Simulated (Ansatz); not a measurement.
Hf:

```xyz
1
Lattice="0.0000 2.2200 2.2200 2.2200 0.0000 2.2200 2.2200 2.2200 0.0000" Properties=species:S:1:pos:R:3 pbc="T T T"
Hf    0.0000    0.0000    0.0000
```

This isn't the form of Hf at room conditions, which is hcp.

```yaml
Program: Ansatz 0.2.0
Task: relaxation of cell and atoms
Functional: LDA
Potentials_or_basis: Ansatz PAW
Cutoff: "420 eV (not typed: the program's choice for these potentials)"
k_mesh: 10 × 10 × 10
Occupations: fermi-dirac, width 0.05 eV
Spin: no spin polarisation
```

At the start: volume 21.88 Å³/atom.

Task: Where does the relaxation end?

Result: It ends after 4 steps and the volume is 20.76 Å³/atom (-5.1 %); space group Fm-3m (No. 225, to 0.05 Å).

Step by step:
| step | energy change (eV) | largest force (eV/Å) | volume (Å³) |
| --- | --- | --- | --- |
| 1 | 0.0000 | 0.0000 | 21.88 |
| 2 | -0.0209 | 0.0000 | 20.85 |
| 3 | -0.0210 | 0.0000 | 20.76 |
| 4 | -0.0208 | 0.0000 | 20.76 |

Final structure:
```xyz
1
Lattice="0.0000 2.1814 2.1814 2.1814 0.0000 2.1814 2.1814 2.1814 0.0000" Properties=species:S:1:pos:R:3 pbc="T T T"
Hf    0.0000    0.0000    0.0000
```

Caveat: the plane-wave basis is chosen anew once the cell has moved, so the energies of steps on either side of that aren't comparable; the PAW data sets come from PBE, with cores solved anew for the run's functional, which leaves a small shift of forces and pressure.
